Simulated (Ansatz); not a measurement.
# C: ab initio molecular dynamics

The task, for C: follow short trajectories in a supercell.

Program: Ansatz 0.2.0. Level of theory: DFT PBEsol, scalar-relativistic, plane waves, PAW. These are calculated values, not measurements.

### 1 The system as given

It takes space group Fd-3m (No. 227, cubic). Conventional cell: a = 3.567 Å, b = 3.567 Å, c = 3.567 Å, α = 90.00°, β = 90.00°, γ = 90.00°. Around C (site symmetry -43m) lie 4 C at 1.54 Å.

Coordinates:

```xyz
16
Lattice="0.0000 3.5668 -3.5668 -3.5668 0.0000 -3.5668 -3.5668 3.5668 0.0000" Properties=species:S:1:pos:R:3 pbc="T T T"
C    -3.5668    3.5668   -5.3502
C    -3.5668    1.7834   -3.5668
C    -1.7834    3.5668   -3.5668
C    -1.7834    1.7834   -1.7834
C    -5.3502    5.3502   -5.3502
C    -5.3502    3.5668   -3.5668
C    -3.5668    5.3502   -3.5668
C    -3.5668    3.5668   -1.7834
C    -2.6751    4.4585   -4.4585
C    -2.6751    2.6751   -2.6751
C    -4.4585    4.4585   -6.2419
C    -4.4585    2.6751   -4.4585
C    -4.4585    6.2419   -4.4585
C    -4.4585    4.4585   -2.6751
C    -6.2419    6.2419   -6.2419
C    -6.2419    4.4585   -4.4585
```

The cell is taken as given, not relaxed at this level.

### 2 The perfect supercell on the trajectory's mesh

The input, input.yaml:

```yaml
crystal:
  lattice:
    - [0.0, 3.5668, -3.5668]
    - [-3.5668, 0.0, -3.5668]
    - [-3.5668, 3.5668, 0.0]
  atoms:
    - { symbol: C, position: [0.75, 0.75, 0.25] }
    - { symbol: C, position: [0.25, 0.75, 0.25] }
    - { symbol: C, position: [0.75, 0.25, 0.25] }
    - { symbol: C, position: [0.25, 0.25, 0.25] }
    - { symbol: C, position: [0.75, 0.75, 0.75] }
    - { symbol: C, position: [0.25, 0.75, 0.75] }
    - { symbol: C, position: [0.75, 0.25, 0.75] }
    - { symbol: C, position: [0.25, 0.25, 0.75] }
    - { symbol: C, position: [0.875, 0.375, 0.375] }
    - { symbol: C, position: [0.375, 0.375, 0.375] }
    - { symbol: C, position: [0.875, 0.875, 0.375] }
    - { symbol: C, position: [0.375, 0.875, 0.375] }
    - { symbol: C, position: [0.875, 0.375, 0.875] }
    - { symbol: C, position: [0.375, 0.375, 0.875] }
    - { symbol: C, position: [0.875, 0.875, 0.875] }
    - { symbol: C, position: [0.375, 0.875, 0.875] }
  symmetry: { detect: false }
basis:
  ecutwfc: 420
kpoints:
  mp_grid: { grid: [2, 2, 2], shift: [0.5, 0.5, 0.5] }
hamiltonian:
  xc: pbesol
scf:
  occupations: { method: gaussian, width: 0.1 }
output:
  forces: true
  stress: true
  eigenvalues: true
```

On the command line:

```bash
$ ansatz run input.yaml --threads 4 --pin off --max-ram 5120MiB --backend cpu --events-out ev --progress --plain --runs-dir out
```

Log, shortened:

```text
Warning: RAYON_NUM_THREADS=4 ignored (pool sized by the plan → 4); use --threads N
[...]
Pseudopotentials: kind: paw
Pseudopotential: C, paw, valence charge 4, recommended cutoff 420 eV (normal), C.paw.azcp
Functional definition: PBEsol
[...]
Crystal: 16 atoms, lattice volume = 90.754 Å³
Basis set: ecut = 420 eV, 1807 PW (Γ), exchange–correlation on 72×72×72 points (8 copies of the dense FFT grid, shifted against one another)
Bands: 48, of which v1, the nominal top of the filled ones, is band 32 counted from 1 (31 counted from 0)
Symmetry: 1 space group operations
k-points: 4 of 8 (time reversal used)
[...]
SCF iter   1: F=—  HF=-3946.681045 eV  |F-HF|=—  |Δ(HF+E_count)|=         —  Δρ=6.61e-3  dr2=2.58e-2  ethr=1.77e-3  ⟨swp⟩=6.5  Hψ=888  notcnv=0
[...]
SCF iter   6: F=-3946.674431 eV  HF=-3946.674431 eV  |F-HF|=2.53e-9  |Δ(HF+E_count)|=   2.33e-8  Δρ=3.84e-6  dr2=5.41e-9  ethr=1.56e-10  ⟨swp⟩=4.8  Hψ=552  notcnv=0
[...]
SCF converged after 6 iterations
Free energy (F): -3946.674431 eV
[...]
E sigma→0 (E₀):  -3946.674431 eV
Fermi energy:    15.373569 eV
[...]
--- Forces (eV/Å), atoms counted from 1 ---
  atom   1  C      0.05897409    -0.05898206     0.05897125
  atom   2  C      0.05898101    -0.05898146     0.05896255
  atom   3  C      0.05898657    -0.05896921     0.05898939
  atom   4  C      0.05899265    -0.05897840     0.05897974
  atom   5  C      0.05895850    -0.05898413     0.05895964
  atom   6  C      0.05898099    -0.05898240     0.05897354
  atom   7  C      0.05897901    -0.05898173     0.05899497
  atom   8  C      0.05898473    -0.05895773     0.05897704
[...]
--- Stress (GPa, compression-positive) ---
       -4.845900       2.224625      -2.224630
        2.224625      -4.845900       2.224615
       -2.224630       2.224615      -4.845898
  P = ⅓ Tr σ = -4.8459 GPa (-48.459 kbar)
--- Band table (eV) ---
[...]
```

It took 0.7 s on 4 threads of an Arm CPU, shared host; peak memory 0.32 GiB.

### 3 A trajectory at 2600 K

150 steps of 2 fs with a Langevin thermostat, velocities drawn for 2600 K, at 1.10 times the reference volume.

Edit input.yaml of step 2 so:

```diff
@@ -2,5 +2,5 @@
   lattice:
-    - [0.0, 3.5668, -3.5668]
-    - [-3.5668, 0.0, -3.5668]
-    - [-3.5668, 3.5668, 0.0]
+    - [0.0, 3.6819367158, -3.6819367158]
+    - [-3.6819367158, 0.0, -3.6819367158]
+    - [-3.6819367158, 3.6819367158, 0.0]
   atoms:
@@ -22,3 +22,2 @@
     - { symbol: C, position: [0.375, 0.875, 0.875] }
-  symmetry: { detect: false }
 basis:
@@ -30,3 +29,5 @@
 scf:
-  occupations: { method: gaussian, width: 0.1 }
+  occupations: { method: fermi_dirac, width: 0.2241 }
+  lower_state_search: "off"
+  convergence: { dr2_threshold: 1.0e-07 }
 output:
@@ -34,2 +35,9 @@
   stress: true
-  eigenvalues: true
+md:
+  timestep: 2.0
+  n_steps: 150
+  ensemble: nvt_langevin
+  temperature: 2600.0
+  initial_velocities: maxwell_boltzmann
+  seed: 1677
+  friction: 0.005
```

On the command line:

```bash
$ ansatz run input.yaml --threads 4 --pin off --max-ram 5120MiB --backend cpu --events-out ev --progress --plain --runs-dir out
```

Log, shortened:

```text
Warning: md: disabling space-group detection — thermal motion breaks the input geometry's symmetry, so no spatial operation reduces the k-mesh or symmetrises the density; time reversal is kept, so that k and −k are solved as one point where they differ and the mesh holds both, and exact [...]
Warning: output.stress: scf.convergence.dr2_threshold = 1e-7 eV (the SCF's general default) is looser than the 1.6e-9 eV advised for a printed stress (1e-10 eV for each atom of the cell: 16). What an SCF threshold leaves in a stress goes as its square root, and in the free energy as the [...]
Warning: RAYON_NUM_THREADS=4 ignored (pool sized by the plan → 4); use --threads N
band count auto-derived: 50 (N_el = 64.0; filled up to band 32; 48 by the electrons, moments and atoms)
[...]
[... 3 set-up lines as earlier in the session ...]
[...]
Crystal: 16 atoms, lattice volume = 99.830 Å³
Basis set: ecut = 420 eV, 1917 PW (Γ), exchange–correlation on 72×72×72 points (8 copies of the dense FFT grid, shifted against one another)
Bands: 50, of which v1, the nominal top of the filled ones, is band 32 counted from 1 (31 counted from 0)
[... 1 set-up line as earlier in the session ...]
k-points: 4 of 8 (time reversal used)
[...]
SCF iter   1: F=—  HF=-3945.350802 eV  |F-HF|=—  |Δ(HF+E_count)|=         —  Δρ=5.13e-3  dr2=1.59e-2  ethr=1.77e-3  ⟨swp⟩=6.5  Hψ=898  notcnv=0
[...]
md step     0: t =     0.00 fs  T =  2437.5 K  F+E_penalty+E_count = -3945.34703748 eV  E_kin = 5.041140 eV  P_inst = -33.8625 GPa  (6 SCF iters)
[...]
md step    13: t =    26.00 fs  T =  1133.5 K  F+E_penalty+E_count = -3941.18683085 eV  E_kin = 2.344217 eV  P_inst = -25.8453 GPa  (6 SCF iters)
[...]
md step    26: t =    52.00 fs  T =  1579.4 K  F+E_penalty+E_count = -3941.62448425 eV  E_kin = 3.266452 eV  P_inst = -29.3605 GPa  (6 SCF iters)
[...]
md step    39: t =    78.00 fs  T =  1805.6 K  F+E_penalty+E_count = -3941.89547313 eV  E_kin = 3.734343 eV  P_inst = -28.2956 GPa  (6 SCF iters)
[...]
md step    52: t =   104.00 fs  T =  1602.3 K  F+E_penalty+E_count = -3941.37581724 eV  E_kin = 3.313915 eV  P_inst = -26.5220 GPa  (6 SCF iters)
md step    53: t =   106.00 fs  T =  1415.1 K  F+E_penalty+E_count = -3941.11563561 eV  E_kin = 2.926661 eV  P_inst = -25.9672 GPa  (6 SCF iters)
md step    54: t =   108.00 fs  T =  1557.8 K  F+E_penalty+E_count = -3941.46655796 eV  E_kin = 3.221702 eV  P_inst = -26.6841 GPa  (6 SCF iters)
```

### 4 The log goes on: dynamics (nvt_langevin) at 2600 K, volume x 1.1

The log, continued, shortened:

```text
md step    55: t =   110.00 fs  T =  1898.0 K  F+E_penalty+E_count = -3942.16936236 eV  E_kin = 3.925460 eV  P_inst = -28.3539 GPa  (6 SCF iters)
[...]
md step    79: t =   158.00 fs  T =  1736.4 K  F+E_penalty+E_count = -3941.93518412 eV  E_kin = 3.591133 eV  P_inst = -27.1161 GPa  (6 SCF iters)
[...]
md step   103: t =   206.00 fs  T =  2505.7 K  F+E_penalty+E_count = -3941.76288020 eV  E_kin = 5.182266 eV  P_inst = -27.5745 GPa  (6 SCF iters)
[...]
md step   127: t =   254.00 fs  T =  1589.6 K  F+E_penalty+E_count = -3939.72174648 eV  E_kin = 3.287458 eV  P_inst = -20.5417 GPa  (6 SCF iters)
[...]
md step   149: t =   298.00 fs  T =  2232.2 K  F+E_penalty+E_count = -3942.05083947 eV  E_kin = 4.616502 eV  P_inst = -29.6711 GPa  (6 SCF iters)
[...]
md step   150: t =   300.00 fs  T =  2514.6 K  F+E_penalty+E_count = -3942.26617406 eV  E_kin = 5.200589 eV  P_inst = -29.6447 GPa  (7 SCF iters)
SCF converged after 7 iterations
Free energy (F): -3942.266174 eV
[...]
E sigma→0 (E₀):  -3942.266022 eV
Entropy (-TS):   -0.000304 eV (-0.019 meV/atom)
Fermi energy:    13.391968 eV
[...]
--- Forces (eV/Å), atoms counted from 1 ---
  atom   1  C      2.09837788     3.56839055    -4.24493924
  atom   2  C      3.61833637     0.59054704     0.66165985
  atom   3  C     -1.58923576    -1.87926317    -1.56728517
  atom   4  C     -0.22916236     2.67252581    -0.91756467
  atom   5  C     -0.45238729    -1.25668514    -1.07111043
  atom   6  C     -0.27322100    -2.07516284     3.74174056
  atom   7  C      0.73824538    -0.14241281    -3.16126449
  atom   8  C     -1.14172540     1.42311890    -2.23863615
[...]
--- Stress (GPa, compression-positive) ---
      -35.201354       0.826419      -0.321770
        0.826420     -35.581107       2.580541
       -0.321769       2.580542     -34.844736
  P = ⅓ Tr σ = -35.2091 GPa (-352.091 kbar)
--- MD trajectory: 150 steps, t = 0.0 → 300.0 fs ---
  final state: T = 2514.6 K   F+E_penalty+E_count = -3942.26617406 eV   E_kin = 5.200589 eV
```

It took 1.8 min on 4 threads of an Arm CPU, shared host; peak memory 0.36 GiB.

### 5 Along the run

Every 8 steps (energy changes from step 0; pressure with its kinetic part):

```tsv
time (fs)	T (K)	potential (meV/atom)	pressure (GPa)
0.0	2438	0.0	-33.9
16.0	1882	136.2	-33.2
32.0	2048	114.2	-32.1
48.0	2148	153.5	-29.3
64.0	2416	146.8	-28.8
80.0	1734	217.1	-28.7
96.0	2149	185.7	-28.4
112.0	1943	165.8	-30.4
128.0	1507	212.5	-28.3
144.0	1607	219.9	-28.4
160.0	1944	197.3	-26.6
176.0	1908	198.4	-28.4
192.0	2138	184.5	-29.7
208.0	2486	209.5	-29.1
224.0	2904	169.4	-28.1
240.0	3052	196.0	-26.0
256.0	1647	334.1	-22.0
272.0	1510	324.1	-22.5
288.0	2084	215.6	-26.9
```

Frames as positions (Å) and forces (eV/Å):

```xyz
16
Lattice="0.000 3.682 -3.682 -3.682 0.000 -3.682 -3.682 3.682 0.000" Properties=species:S:1:pos:R:3:forces:R:3 pbc="T T T" time_fs=200.0 T_K=1783
C    -3.314    3.356   -5.032   -4.582    1.174    2.015
C    -3.473    1.463   -3.032    0.790    2.068   -4.271
C    -1.599    3.245   -3.215   -0.810    4.058    2.663
C    -1.677    1.522   -1.303    2.855    2.832    0.666
C    -5.373    5.241   -4.989    1.797   -2.803   -0.070
C    -5.390    3.405   -3.267    3.843   -0.732    4.526
C    -3.360    5.154   -3.031   -4.524    0.102   -2.712
C    -3.441    3.361   -1.279   -3.622   -0.946   -1.483
C    -2.490    4.304   -4.113   -0.941   -0.834    2.467
C    -2.506    2.422   -2.258   -2.133   -0.275    1.782
C    -4.287    4.181   -5.965   -2.916    1.484    2.043
C    -4.316    2.613   -4.028   -1.356   -4.541   -0.953
C    -4.530    6.126   -4.085    5.875   -2.253   -1.820
C    -4.466    4.382   -2.141    3.489   -3.048   -2.927
C    -6.237    6.111   -5.905    2.137   -0.364   -1.424
C    -6.287    4.202   -4.072    0.097    4.078   -0.501
16
Lattice="0.000 3.682 -3.682 -3.682 0.000 -3.682 -3.682 3.682 0.000" Properties=species:S:1:pos:R:3:forces:R:3 pbc="T T T" time_fs=300.0 T_K=2515
C    -3.118    3.197   -4.490    2.098    3.568   -4.245
C    -3.109    1.465   -2.807    3.618    0.591    0.662
C    -1.128    3.415   -2.779   -1.589   -1.879   -1.567
C    -1.180    1.366   -0.960   -0.229    2.673   -0.918
C    -4.832    5.270   -4.617   -0.452   -1.257   -1.071
C    -4.860    3.418   -2.882   -0.273   -2.075    3.742
C    -3.029    5.205   -2.679    0.738   -0.142   -3.161
C    -2.903    3.288   -0.901   -1.142    1.423   -2.239
C    -2.162    4.248   -3.798    0.621   -0.368    3.942
C    -2.043    2.502   -1.975   -1.509   -3.623    2.865
C    -3.911    4.202   -5.547   -1.151    2.512    1.506
C    -4.046    2.317   -3.662    0.462    0.777   -0.825
C    -3.928    6.149   -3.678    0.904   -0.917    0.072
C    -3.806    4.226   -1.805   -3.434    0.094   -1.384
C    -5.857    6.174   -5.541    2.175   -1.470    0.719
C    -5.728    4.303   -3.783   -0.837    0.095    1.901
```

Pair distribution functions g(r) over the second half, up to half the cell's height:

```tsv
r (Å)	C-C
1.25	0.0
1.35	0.1
1.45	1.3
1.55	3.2
1.65	2.4
1.75	0.7
1.85	0.1
1.95	0.0
2.05	0.0
```

### 6 The last frame on a finer mesh

The input, input.yaml:

```yaml
crystal:
  lattice:
    - [0.0, 3.6819367158, -3.6819367158]
    - [-3.6819367158, 0.0, -3.6819367158]
    - [-3.6819367158, 3.6819367158, 0.0]
  atoms:
    - { symbol: C, position: [0.6203898546, 0.5989589613, 0.2478121818] }
    - { symbol: C, position: [0.1578936067, 0.6044958879, 0.239937457] }
    - { symbol: C, position: [0.6879435188, 0.0667893236, 0.2396376429] }
    - { symbol: C, position: [0.1555983302, 0.1050391384, 0.2153379409] }
    - { symbol: C, position: [0.6864756209, 0.5675243962, 0.7449389046] }
    - { symbol: C, position: [0.1955263427, 0.5870902602, 0.7328188353] }
    - { symbol: C, position: [0.6594110871, 0.068319629, 0.7543708265] }
    - { symbol: C, position: [0.1747007799, 0.0701411769, 0.718289047] }
    - { symbol: C, position: [0.7989993312, 0.23238837, 0.3548018531] }
    - { symbol: C, position: [0.3304606548, 0.2059156853, 0.3490860084] }
    - { symbol: C, position: [0.792811271, 0.7136737762, 0.3485078399] }
    - { symbol: C, position: [0.2624870782, 0.7320794788, 0.3668787081] }
    - { symbol: C, position: [0.8010553411, 0.1979392775, 0.868957176] }
    - { symbol: C, position: [0.3021656412, 0.188196381, 0.8454785922] }
    - { symbol: C, position: [0.7955288236, 0.7093033474, 0.8813760564] }
    - { symbol: C, position: [0.3202052236, 0.7072100224, 0.8484226445] }
basis:
  ecutwfc: 420
kpoints:
  mp_grid: { grid: [6, 6, 6] }
hamiltonian:
  xc: pbesol
scf:
  occupations: { method: fermi_dirac, width: 0.2241 }
output:
  forces: true
  stress: true
  eigenvalues: true
  populations: true
```

On the command line:

```bash
$ ansatz run input.yaml --threads 4 --pin off --max-ram 5120MiB --backend cpu --events-out ev --progress --plain --runs-dir out
```

Log, shortened:

```text
Warning: RAYON_NUM_THREADS=4 ignored (pool sized by the plan → 4); use --threads N
band count auto-derived: 50 (N_el = 64.0; filled up to band 32; 48 by the electrons, moments and atoms)
[...]
[... 3 set-up lines as earlier in the session ...]
[...]
Crystal: 16 atoms, lattice volume = 99.830 Å³
Basis set: ecut = 420 eV, 1917 PW (Γ), exchange–correlation on 72×72×72 points (8 copies of the dense FFT grid, shifted against one another)
Bands: 50, of which v1, the nominal top of the filled ones, is band 32 counted from 1 (31 counted from 0)
[... 1 set-up line as earlier in the session ...]
Space group: P1 (ITA 1), of the structure as read, at distance tolerance 4.6e-5 Å
k-points: 112 of 216 (time reversal used)
[...]
  atom   4  C     -0.28666345     2.80051558    -1.09046838
  atom   5  C     -0.51600178    -1.17623024    -1.09718151
  atom   6  C     -0.17897427    -2.08383806     3.72333134
  atom   7  C      0.55503531    -0.07781378    -3.12689861
  atom   8  C     -1.21702101     1.52532559    -2.26299834
[...]
--- Stress (GPa, compression-positive) ---
      -35.114263      -0.847637       1.202307
       -0.847635     -35.512031       1.002520
        1.202308       1.002520     -34.782518
  P = ⅓ Tr σ = -35.1363 GPa (-351.363 kbar)
--- Band table (eV; the first three rows and the last of 112) ---
[...]
--- Löwdin populations: 16 sites ---
  site symbol       q [e]
     0      C      3.9771
     1      C      3.9839
     2      C      3.9854
     3      C      3.9899
     4      C      3.9957
     5      C      3.9842
     6      C      3.9867
     7      C      3.9828
     8      C      3.9863
     9      C      3.9965
    10      C      3.9875
    11      C      3.9799
    12      C      3.9809
    13      C      3.9857
    14      C      3.9933
    15      C      3.9842
  spilling = 0.003434 (of n_electrons = 64.000000)
```

It took 21 s on 4 threads of an Arm CPU, shared host; peak memory 0.67 GiB.

Site by site:

```tsv
atom	Löwdin electrons
C1	3.98
C2	3.98
C3	3.99
C4	3.99
C5	4.00
C6	3.98
C7	3.99
C8	3.98
C9	3.99
C10	4.00
C11	3.99
C12	3.98
C13	3.98
C14	3.99
C15	3.99
C16	3.98
```

The Löwdin counts miss 0.22 of the 64 electrons, which the atomic orbitals do not span, so they are no charges.

Against the trajectory's mesh the free energy moves by +1.2 meV/atom and the forces by up to 0.223 eV/Å.

### 7 What came out

| quantity | value |
| --- | --- |
| mean temperature, second half (2600 K run) | 1995 K, spread 420 K |
| mean pressure, second half (2600 K run) | -26.4 GPa |
| mean potential energy above the perfect cell (2600 K run) | 331 meV/atom |
| mean square move, first to last frame (2600 K run) | C 0.02 Å² |

What this shows: Over the second half of the 2600 K run the temperature averages 1995 K, with a standard deviation of 420 K. Among the stored frames no atom gets farther than 0.3 Å from its first place (drift of the whole removed), against a shortest distance of 1.59 Å, so within this short run the atoms stay near their sites. The coarse mesh of the trajectory leaves force errors of up to 0.22 eV/Å. The trajectories are far too short for converged averages.
